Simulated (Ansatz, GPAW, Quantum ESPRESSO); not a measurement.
**One calculation of HfN, 3 ways**

```xyz
2
Lattice="0.0000 2.2560 2.2560 2.2560 0.0000 2.2560 2.2560 2.2560 0.0000" Properties=species:S:1:pos:R:3 pbc="T T T"
Hf    0.0000    0.0000    0.0000
N     2.2560    2.2560    2.2560
```

Alike in all runs: task band structure; functional LDA; k mesh 10 × 10 × 10; occupations fermi-dirac, width 0.05 eV; no spin polarisation; no spin-orbit coupling. LDA stands for any of its common fits. Pressure is positive in compression and, in plane waves, holds the error of the finite cutoff.

| program and potentials | plane-wave cutoff (eV) | notes | pressure (GPa) |
| --- | --- | --- | --- |
| Ansatz, all-electron LAPW, scalar-relativistic | - | - | ? |
| Quantum ESPRESSO, PseudoDojo 0.4.1 SR LDA standard | 1143 | - | -12.35 |
| GPAW, the program's PAW data sets (release 1.2.1) made for this functional | 800 | - | -8.95 |

Task: Estimate from the other rows what the run with Ansatz, all-electron LAPW, scalar-relativistic gave.

Result: Pressure -8.20 GPa. The other rows, which needn't bracket it: pressure -12.35 to -8.95.
